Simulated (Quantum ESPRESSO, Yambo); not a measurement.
# A GW chain in Yambo: BeTe (F-43m), part 2 of 3

Wanted: ground state, empty states, screening and self-energy for BeTe (F-43m).

Quantum ESPRESSO 7.5 and Yambo 5.3.0; PBE and many-body steps on it, plane waves. Known limits of the many-body steps: not at the basis limit; no spin-orbit coupling; coarse k mesh.

So far. Step 2 (Ground state): The gap is indirect, with the least direct gap 1.62 eV higher. Step 3 (Bands along the symmetry lines): The gap is 2.027 eV, as in the run before at this level.

## Step 4: Empty states on the mesh, 4×4×4 mesh, 117 bands

Level of this step: DFT, PBE, plane waves, norm-conserving pseudopotentials (Quantum ESPRESSO).

The sums over transitions need many empty states on a uniform mesh; this step solves for them.

File pw.in:

```
&control
  calculation = 'nscf'
  prefix = 'x'
  outdir = 'o'
  pseudo_dir = 'pseudo'
/
&system
  ibrav = 0
  nat = 2
  ntyp = 2
  ecutwfc = 88.0
  nbnd = 117
  force_symmorphic = .true.
/
&electrons
  conv_thr = 1e-9
  electron_maxstep = 80
  diago_full_acc = .true.
  diago_thr_init = 5e-6
/
ATOMIC_SPECIES
  Be 9.012 Be.upf
  Te 127.6 Te.upf
CELL_PARAMETERS angstrom
  -0.0000000000 2.8314587876 2.8314587876
  2.8314587876 0.0000000000 2.8314587876
  2.8314587876 2.8314587876 0.0000000000
ATOMIC_POSITIONS crystal
  Be 0.0000000000 0.0000000000 0.0000000000
  Te 0.7500000000 0.7500000000 0.7500000000
K_POINTS automatic
  4 4 4 0 0 0
```

Started as:

```sh
$ OMP_NUM_THREADS=1 mpirun -n 4 pw.x -nk 4 -in pw.in > pw.out
```

Log:

```text
[banner, memory and clock lines left out]
Program PWSCF v.7.5 starts

     Atomic positions and unit cell read from directory:
     o/x.save/

     Message from routine setup:
     using ibrav=0 with symmetry is DISCOURAGED, use correct ibrav instead

     G-vector sticks info

     bravais-lattice index     =            0
     lattice parameter (alat)  =       7.5670  a.u.
     unit-cell volume          =     306.3778 (a.u.)^3
     number of atoms/cell      =            2
     number of atomic types    =            2
     number of electrons       =        28.00
     number of Kohn-Sham states=          117
     kinetic-energy cutoff     =      88.0000  Ry
     charge density cutoff     =     352.0000  Ry
     Exchange-correlation= PBE
                           (   1   4   3   4   0   0   0)

     celldm(1)=   7.567007  celldm(2)=   0.000000  celldm(3)=   0.000000
     celldm(4)=   0.000000  celldm(5)=   0.000000  celldm(6)=   0.000000

     crystal axes: (cart. coord. in units of alat)
               a(1) = (  -0.000000   0.707107   0.707107 )
               a(2) = (   0.707107   0.000000   0.707107 )
               a(3) = (   0.707107   0.707107   0.000000 )

     reciprocal axes: (cart. coord. in units 2 pi/alat)
               b(1) = ( -0.707107  0.707107  0.707107 )
               b(2) = (  0.707107 -0.707107  0.707107 )
               b(3) = (  0.707107  0.707107 -0.707107 )
     Pseudo is Norm-conserving, Zval =  4.0
     Generated using ONCVPSP code by D. R. Hamann
     Using radial grid of 1358 points,  4 beta functions with:
     Pseudo is Norm-conserving + core correction, Zval = 24.0
     Generated using ONCVPSP code by D. R. Hamann
     Using radial grid of 1294 points,  8 beta functions with:
     Be                4.00     9.01200     Be( 1.00)
     Te               24.00   127.60000     Te( 1.00)

     24 Sym. Ops. (no inversion) found

   Cartesian axes

     site n.     atom                  positions (alat units)
         1        Be     tau(   1) = (   0.0000000   0.0000000   0.0000000  )
         2        Te     tau(   2) = (   1.0606602   1.0606602   1.0606602  )

     number of k points=     8
                       cart. coord. in units 2pi/alat
        k(    1) = (   0.0000000   0.0000000   0.0000000), wk =   0.0312500
        k(    2) = (   0.1767767   0.1767767  -0.1767767), wk =   0.2500000
        k(    3) = (  -0.3535534  -0.3535534   0.3535534), wk =   0.1250000
[...]
k(    7) = (  -0.7071068   0.0000000   0.0000000), wk =   0.0937500
        k(    8) = (  -0.7071068   0.3535534   0.0000000), wk =   0.1875000

     Dense  grid:    34327 G-vectors     FFT dimensions: (  45,  45,  45)

     The potential is recalculated from file :
     o/x.save/charge-density

     Starting wfcs are   15 randomized atomic wfcs +  102 random wfcs

     Band Structure Calculation

     End of band structure calculation

          k = 0.0000 0.0000 0.0000 (  4279 PWs)   bands (ev):

  -150.4588-100.4840-100.4840-100.4840 -91.9314 -27.7629 -27.7629 -27.7629
   -27.7508 -27.7508  -3.7514   8.4384   8.4384   8.4384  12.0832  12.0832
    12.0832  12.1482  16.7384  18.8475  18.8475  19.7142  19.7142  19.7142
    23.5682  31.5699  31.5699  31.5699  32.1122  32.1122  32.1122  35.7089
[...]
[... 3 further rows ...]
[...]
94.6696  94.6696  95.1084  95.1085  95.1087

          k = 0.1768 0.1768-0.1768 (  4272 PWs)   bands (ev):

  -150.4588-100.4840-100.4840-100.4840 -91.9314 -27.7615 -27.7611 -27.7611
[...]
[... 3 further rows ...]
[...]
94.9931  94.9931  97.0381  97.3202  97.3202

          k =-0.3536-0.3536 0.3536 (  4314 PWs)   bands (ev):

  -150.4589-100.4840-100.4840-100.4840 -91.9314 -27.7616 -27.7603 -27.7603
[...]
68.2968  68.2968  68.9724  68.9724  69.4415  70.2113  70.5064  71.4710
     [... 3 further rows ...]
    90.8928  91.5539  93.4845  93.5690  94.4187  94.4187  95.0532  95.6711
    95.6711  95.9474  95.9474  97.3662  97.3662

          k = 0.3536 0.0000 0.0000 (  4256 PWs)   bands (ev):

     [... further k-points ...]

     highest occupied, lowest unoccupied level (ev):     8.4384   10.4653

     XML data file, pseudopotentials, collected wavefunctions
```

Elapsed: 8.1 s, on 4 MPI ranks of Arm Neoverse V2, shared host; peak memory 0.37 GiB; 32 s of CPU time.

This step gave:

* gap: 2.027 eV
* k of the valence top: 0, 0, 0
* k of the conduction bottom: 0, -0.5, -0.5
* least direct gap: 3.645 eV
* k points computed: 8
* lowest point of the top converged band, above the valence top: 86.6703 eV

On this mesh the gap is 2.027 eV.

## Step 5: Conversion and set-up

This step: Yambo 5.3.0; conversion and set-up on PBE, plane waves, norm-conserving pseudopotentials.

The states are converted to the many-body program's format and the q mesh is built.

Started as:

```sh
$ (cd o/x.save; p2y > p2y.log; mv SAVE ../..); yambo > setup.log
```

Log:

```text
 Yambo, version 5.3.0

 [02] CORE Variables Setup
 =========================

  [02.01] Unit cells
  ==================

  Cell kind             :  FCC
  Atoms in the cell     :  Be  Te
  number of Be atoms    :  1
  number of Te atoms    :  1

  List of atomic masses
  Mass of Be    :  9.012000
  Mass of Te    :  127.6000

  List of atomic coordinates    : [cc]
  Be1       :  0.000000  0.000000  0.000000  order 1
  Te1       :  8.026022  8.026022  8.026022  order 2

  Alat factors          :  5.350682  5.350682  5.350682 [a.u.]
  Direct lattice volume :  306.3778 [a.u.]
  Direct lattice vectors:  A[ 1 ]  A[ 2 ]  A[ 3 ]
   A[ 1 ]: -0.000000  1.000000  1.000000  [iru]
  -0.000000  5.350682  5.350682  [cc]
   A[ 2 ]:  1.000000  0.000000  1.000000  [iru]
   5.350682  0.000000  5.350682  [cc]
   A[ 3 ]:  1.000000  1.000000  0.000000  [iru]
   5.350682  5.350682  0.000000  [cc]

  Recip. lattice volume :  0.809622 [a.u.]
  Recip. lattice vectors:  B[ 1 ]  B[ 2 ]  B[ 3 ]
   B[ 1 ]: -0.500000  0.500000  0.500000  [iku]
  -0.587139  0.587139  0.587139  [cc]
   B[ 2 ]:  0.500000 -0.500000  0.500000  [iku]
   0.587139 -0.587139  0.587139  [cc]
   B[ 3 ]:  0.500000  0.500000 -0.500000  [iku]
   0.587139  0.587139 -0.587139  [cc]

  [02.02] Symmetries
  ==================

  Inversion symmetry    : yes
  Spatial inversion     : no
  Inversion index       :  25
  K-space Time-reversal : yes
  Magnetic symmetries   : no
  Time-reversal derived K-space symmetries:   25   48
  Group table correct   : yes
  Symmetries units      :  [cc]

   [S  1]:   1.0000      0.11739E-16  0.11739E-16  0.11739E-16   1.0000     -0.11739E-16 -0.11739E-16 -0.11739E-16   1.0000
   [S  2]:  -1.0000     -0.11739E-16  0.11739E-16 -0.11739E-16  -1.0000     -0.11739E-16  0.11739E-16  0.11739E-16   1.0000
   [S  3]:  -1.0000      0.11739E-16 -0.11739E-16 -0.11739E-16   1.0000      0.11739E-16  0.11739E-16 -0.11739E-16  -1.0000
[...]
[S  9]:  0.11739E-16   1.0000      0.11739E-16 -0.11739E-16  0.11739E-16   1.0000       1.0000     -0.11739E-16 -0.11739E-16
   [S 10]:  0.11739E-16  -1.0000     -0.11739E-16 -0.11739E-16 -0.11739E-16  -1.0000       1.0000      0.11739E-16  0.11739E-16
     [... 36 further rows ...]
   [S*47]:   1.0000      0.11739E-16 -0.11739E-16  0.11739E-16 -0.11739E-16  -1.0000     -0.11739E-16   1.0000      0.11739E-16
   [S*48]:   1.0000     -0.11739E-16  0.11739E-16  0.11739E-16  0.11739E-16   1.0000     -0.11739E-16  -1.0000     -0.11739E-16

  [02.03] Reciprocal space
  ========================

  nG shells         :   342
  nG charge         :   34327
  nG WFs            :   5183
  nC WFs            :   4314
  G-vecs. in first 34 shells:  [ Number ]
     1    9   15   27   51   59   65   89  113
    137   169   181   229   259   283   307   331   339
    387   411   459   531   537   561   609   645   701
    725   749   821   869   893   941   965
  ...
[...]
K/Q-points units:
  rlu = crystal or reduced units; cc = cartesian coordinates; iku = interal k-units

  K [1]          [rlu]:  0.000000  0.000000  0.000000
         WF components:   4279
  K [2]          [rlu]:  0.73781E-17  0.73781E-17  0.25000
         WF components:   4272
  K [3]          [rlu]: -0.14756E-16 -0.14756E-16 -0.50000
         WF components:   4314
  K [4]          [rlu]:  0.45585E-17  0.25000      0.25000
         WF components:   4256
  K [5]          [rlu]:  0.97405E-17  0.25000     -0.50000
         WF components:   4267
  [... 2 further k-points ...]
  K [8]          [rlu]:  0.250000 -0.500000 -0.250000
         WF components:   4284

  [02.05] Energies & Occupations
  ==============================

  [X] === General ===
  [X] Electronic Temperature                        :  0.000000  0.000000 [eV K]
  [X] Bosonic    Temperature                        :  0.000000  0.000000 [eV K]
  [X] Finite Temperature mode                       : no
  [X] El. density                                   :  0.61673E+24 [cm-3]
  [X] Fermi Level                                   :  8.438418 [eV]

  [X] === Gaps and Widths ===
  [X] Conduction Band Min                           :  2.026900 [eV]
  [X] Valence Band Max                              :  0.000000 [eV]
  [X] Filled Bands                                  :  14
  [X] Empty Bands                                   :   15  117
  [X] Direct Gap                                    :  3.644779 [eV]
  [X] Direct Gap localized at k                     :  1
  [X] Indirect Gap                                  :  2.026900 [eV]
  [X] Indirect Gap between kpts                     :   1   7
  [X] Last valence band width                       :  3.120670 [eV]
  [X] 1st conduction band width                     :  3.269928 [eV]

  E @ K [1]:  [eV]
  -158.8972 -108.9224 -108.9224 -108.9224 -100.3698  -36.2013  -36.2013  -36.2013
   -36.189      -36.189      -12.190     -0.10430E-08 -0.13795E-09   0.0000       3.6448       3.6448
    3.64478   3.70977   8.30000  10.40909  10.40909  11.27577  11.27577  11.27577
[...]
occ @ K [1]
[...]
E @ K [2]:  [eV]
[...]
occ @ K [2]
[...]
E @ K [3]:  [eV]
[...]
occ @ K [3]
[...]
E @ K [4]:  [eV]
[...]
occ @ K [4]
[...]
E @ K [5]:  [eV]
[...]
occ @ K [5]
[...]
[... 2 further k-points ...]
  E @ K [8]:  [eV]
[...]
occ @ K [8]
[...]
0.000000  0.000000  0.000000  0.000000  0.000000  0.000000  0.000000  0.000000
   0.000000  0.000000  0.000000  0.000000  0.000000  0.000000  0.000000  0.000000

 [03] Transferred momenta grid and indexing
 ==========================================

 IBZ Q-points                                      :   8
 BZ  Q-points                                      :   64

 K/Q-points units:
 rlu = crystal or reduced units; cc = cartesian coordinates; iku = interal k-units

 Q [1]          [rlu]:  0.000000  0.000000  0.000000
 Q [2]          [rlu]:  0.54651E-16  0.26895E-16  0.25000
 Q [3]          [rlu]: -0.10930E-15 -0.53790E-16 -0.50000
[...]
Q [7]          [rlu]: -0.91171E-17 -0.50000     -0.50000
 Q [8]          [rlu]:  0.250000 -0.500000 -0.250000

  [03.01] X indexes
  =================

   [03.01.01] Sigma indexes
   ========================

 [06] Game Over & Game summary
```

Run time: 2.3 s. Hardware: 1 MPI rank; peak memory 0.25 GiB.

(Part 2 of 3 ends here.)

[Paths, hosts, dates, memory and timing lines, banners, echoed tables and standing remarks are left out of the program output.]

[Logs are printed without paths, hosts, clocks, repeated set-up lines and the standing remarks that a program may print on its own settings, such as how far it seeks lower states.]

[Runs of the session that timed out or met a known fault of the program may be left out.]

[Hosts, paths, dates, database ids (printed as entryN), source tags and the programs' standing remarks are cut or masked in the printed files.]
